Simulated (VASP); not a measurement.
A run of VASP 6.6.1:

INCAR

```
SYSTEM = Si12C11
ALGO     = Normal         ! electronic algorithm
EDIFF    = 1E-5           ! SCF threshold, eV
ENCUT    = 450            ! plane-wave cutoff, eV
GGA      = PS             ! functional
ISIF     = 2              ! what is computed and relaxed
ISMEAR   = 0              ! smearing method
ISPIN    = 2              ! spin polarisation
LASPH    = .TRUE.         ! aspherical terms in the spheres
LCHARG   = .FALSE.        ! write CHGCAR
LORBIT   = 11             ! projections on sites
LREAL    = Auto         
LWAVE    = .FALSE.        ! write WAVECAR
MAGMOM   = 0.75 0.75 0.75 0 0.75 0 0 0 0 0 0 0 0 0 0 0 0 0 0 0 0 0 0 ! initial moments
NELECT   = 91.0         
NELM     = 120            ! most SCF steps
NUPDOWN  = 3              ! fixed moment
PREC     = Accurate       ! precision mode
SIGMA    = 0.03           ! smearing width, eV
```

Contents of KPOINTS:

```
k-points
0
G
  2 3 3
  0 0 0
```

The input POSCAR:

```
Si12C11
1.0
    0.0000000000      6.5370000000      6.5370000000
    4.3580000000      0.0000000000      4.3580000000
    4.3580000000      4.3580000000      0.0000000000
Si C
12 11
Direct
    0.0000000000      0.0000000000      0.0000000000
    0.0000000000      0.0000000000      0.5000000000
    0.0000000000      0.5000000000      0.0000000000
    0.0000000000      0.5000000000      0.5000000000
    0.3333330000      0.0000000000      0.0000000000
    0.3333330000      0.0000000000      0.5000000000
    0.3333330000      0.5000000000      0.0000000000
    0.3333330000      0.5000000000      0.5000000000
    0.6666670000      0.0000000000      0.0000000000
    0.6666670000      0.0000000000      0.5000000000
    0.6666670000      0.5000000000      0.0000000000
    0.6666670000      0.5000000000      0.5000000000
    0.0833333333      0.1250000000      0.6250000000
    0.0833333333      0.6250000000      0.1250000000
    0.0833333333      0.6250000000      0.6250000000
    0.4166663333      0.1250000000      0.1250000000
    0.4166663333      0.1250000000      0.6250000000
    0.4166663333      0.6250000000      0.1250000000
    0.4166663333      0.6250000000      0.6250000000
    0.7500003333      0.1250000000      0.1250000000
    0.7500003333      0.1250000000      0.6250000000
    0.7500003333      0.6250000000      0.1250000000
    0.7500003333      0.6250000000      0.6250000000
```

Potentials or basis: VASP PAW PBE potentials, release 64 (Si, C).

Command:

```console
$ cat potpaw_PBE.64/Si/POTCAR potpaw_PBE.64/C/POTCAR > POTCAR
$ mpirun -np 1 vasp_std > vasp.out
```

Hardware: 1 thread of Intel(R) Xeon(R) 6975P-C (Granite Rapids), on a shared host.

Question: Estimate the wall time of this run.

Answer: Run time: 5 min on 1 thread of Intel(R) Xeon(R) 6975P-C (Granite Rapids), on a shared host, peak memory 0.53 GiB. Counts: scf iterations 14, k points 8.
